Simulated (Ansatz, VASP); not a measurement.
Two plane-wave programs on ZnSe

```
Zn Se
1.0
     0.00000    2.83380    2.89048
     2.83380    0.00000    2.89048
     2.83380    2.83380    0.00000
Zn Se
1 1
Direct
  0.00000 0.00000 0.00000
  0.25000 0.25000 0.25000
```

Change from the starting cell: z stretched by +2 %, ions relaxed.

Alike in both runs: functional PBE; k mesh 13 × 13 × 13; occupations fermi-dirac, width 0.02 eV; no spin polarisation.

Ansatz relaxed the structure, and its values are those at the end. VASP's run is a single point on that final structure, the one shown.

```csv
,VASP,Ansatz
version,VASP 6.6.1,Ansatz 0.2.0
potentials or method,"VASP PAW PBE potentials, release 64 (Zn, Se)","plane-wave PAW, scalar-relativistic"
plane-wave cutoff (eV),520,420
valence electrons in the cell,18,28
```

Ansatz gave:

* gap on the k mesh at the Fermi level (eV): 1.18
* pressure (GPa): 0.8

Question: What did VASP give for the same quantities?

Answer: gap on the k mesh at the Fermi level (eV): 1.19; pressure (GPa): 1.1.

The two sets of potentials don't hold the same shells in valence. Ansatz warned: «stress_scf_threshold_loose».
